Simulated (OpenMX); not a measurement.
Crystal: Au.

```xyz
1
Lattice="0.0000 2.0350 2.0350 2.0350 0.0000 2.0350 2.0350 2.0350 0.0000" Properties=species:S:1:pos:R:3 pbc="T T T"
Au    0.0000    0.0000    0.0000
```

* Program: OpenMX 3.8.5
* Task: single point
* Functional: PBE
* Potentials or basis: OpenMX 2013 PBE set, Au7.0-s3p2d2f1, grid cutoff 400 Ry
* k mesh: 11 × 11 × 11
* Occupations: fermi-dirac, width 0.05 eV
* Spin: no spin polarisation

On this cell: pressure 13.1 GPa; band gap on the k mesh none (metal or under the smearing width).

The same run follows on a disturbed copy (cell strained at random at fixed volume):

```
CELL_PARAMETERS angstrom
0.05952 2.03278 2.02390
2.06284 0.03015 2.05328
2.07413 2.07344 0.01886
ATOMIC_POSITIONS crystal
Au 0.99810 0.99583 0.01853
```

**Question.** What changes?

**Answer.** The energy (extrapolated to zero smearing) moves by +6.4 meV/atom; pressure 13.3 GPa; band gap on the k mesh none (metal or under the smearing width).

Caveats: the basis of atomic orbitals isn't converged, which shifts pressures, moduli and gaps.
